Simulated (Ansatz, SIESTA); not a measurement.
MgSi: programs and potentials compared

```xyz
2
Lattice="2.9084 0.0000 0.0000 0.0000 2.9084 0.0000 0.0000 0.0000 4.1034" Properties=species:S:1:pos:R:3 pbc="T T T"
Si    1.4542    1.4542    2.0517
Mg    0.0000    0.0000    0.0000
```

The cell comes from a database or a generator and needn't be the stable form of this composition.

Alike in all runs: task band structure; functional PBEsol; k mesh 9 × 9 × 7; occupations fermi-dirac, width 0.05 eV; no spin polarisation; no spin-orbit coupling. Pressure is positive in compression and, in plane waves, holds the error of the finite cutoff, which Ansatz's Pulay term estimates and takes out.

| program and potentials | plane-wave cutoff (eV) | notes | pressure (GPa) |
| --- | --- | --- | --- |
| SIESTA, files PseudoDojo sr-pbesol-0.4.1-standard, DZP (energy shift 0.003 Ry; two zetas on semicore shells) | - | atomic basis; 7 valence electrons an atom on average | 0.88 |
| Ansatz, all-electron LAPW, scalar-relativistic | - | - | -1.52 |
| Ansatz, PAW datasets made for the crystal | 160 | 3 valence electrons an atom on average | -1.52 |

The pressure spans -1.52 (Ansatz, PAW datasets made for the crystal) to 0.88 GPa (SIESTA, files PseudoDojo sr-pbesol-0.4.1-standard, DZP (energy shift 0.003 Ry; two zetas on semicore shells)), with all-electron results at -1.52. Rows in atomic bases carry the error of their basis and grid, which can be large.

Differences between rows come from potentials, basis sets and numerical settings, since the functional is the same but for its coding. Runs on potential files found faulty are left out.
